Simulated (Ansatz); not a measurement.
## HfN: enthalpy under pressure, worked through

All numbers below come from Ansatz 0.2.0, DFT PBEsol, scalar-relativistic, plane waves, PAW. (420 eV cutoff, 16×16×16 k-mesh, Gaussian smearing of 0.10 eV, no spin polarisation)

Reference structure (relaxed):

```
CELL_PARAMETERS angstrom
0.00000 2.25087 2.25087
2.25087 0.00000 2.25087
2.25087 2.25087 0.00000
ATOMIC_POSITIONS crystal
Hf 0.00000 0.00000 0.00000
N 0.50000 0.50000 0.50000
```

Cell and atoms were relaxed at each target pressure within the start's symmetry (Fm-3m), at zero temperature; other phases can be more stable under pressure. H = E + PV with P the target; E is the free energy at the smearing used, whose derivative the pressure is, per atom and counted from zero pressure.

A cell with an odd number of electrons and no spin polarisation is a metal by construction and may be lower with spin. Spin–orbit coupling is left out, which can shift energies with elements as heavy as these.

```csv
P (GPa),V (Å³/atom),E − E0 (meV),H − H0 (meV)
0,11.404,0.0,0.0
3,11.285,1.1,212.4
8,11.105,7.2,561.7
15,10.871,23.9,1041.7
30,10.446,83.0,2038.9
60,9.787,264.9,3930.0
```

Task: Thermodynamics gives dH/dP = V along a relaxed path. Integrate V over P by the trapezoid rule and compare with the computed enthalpies.

Result: With 1 eV/Å³ = 160.22 GPa, each step adds the mean volume times ΔP / 160.22:
```
P (GPa)  ∫V dP (meV) H − H0 (meV) difference (meV)
      3        212.4         212.4               0.0
      8        561.8         561.7               0.1
     15       1041.9        1041.7               0.2
     30       2039.7        2038.9               0.8
     60       3934.0        3930.0               4.0
```

V(P) curves upward, so the trapezoid rule runs high; integrating a smooth curve through the same points (P as a polynomial of degree 4 in ln V) puts that excess at about 4.0 meV at 60 GPa, against the 4.0 meV found.

Task: At 60 GPa, how much of the enthalpy change is stored energy and how much is the PV term?

Result: E rises by 265 meV/atom and PV is 60 × 9.787 / 160.22 = 3665 meV/atom, so PV makes 93 % of ΔH. So between rival structures at high pressure a small difference in volume can outweigh the difference in energy: 1 % of this volume is worth 36.7 meV/atom at this pressure.

Task: What bulk modulus do the lowest pressures give?

Result: From the pressures that the runs reached, -3.00 GPa (11.526 Å³) and 3.01 GPa (11.285 Å³), B = −ΔP/Δln V = 6.01 / 0.0212 = 284 GPa, a mean over that range.